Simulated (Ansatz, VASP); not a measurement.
# AlCo in VASP and in Ansatz

```
CELL_PARAMETERS angstrom
2.86280 0.00000 0.00000
0.00000 2.86280 0.00000
0.00000 0.00000 2.86280
ATOMIC_POSITIONS crystal
Al 0.00000 0.00000 0.00000
Co 0.50000 0.50000 0.50000
```

Alike in both runs: functional PBE; k mesh 14 × 14 × 14; occupations gaussian, width 0.1 eV; no spin polarisation.

Ansatz relaxed the structure, and its values are those at the end. VASP's run is a single point on that final structure, the one shown.

|  | VASP | Ansatz |
| --- | --- | --- |
| version | VASP 6.6.1 | Ansatz 0.2.0 |
| potentials or method | VASP PAW PBE potentials, release 64 (Al, Co) | scalar-relativistic, plane waves, PAW |
| plane-wave cutoff (eV) | 520 | 420 |
| valence electrons in the cell | 12 | 20 |

```csv
,VASP,Ansatz,Ansatz less VASP
gap on the k mesh at the Fermi level (eV),none,none,-
pressure (GPa),-2.0,-2.0,+0.01
```

A gap of «none» marks a metal or a gap that the smearing closes. The two sets of potentials don't hold the same shells in valence.

Spin polarisation is off, so any magnetic state and its effect on volume and gap are missing.
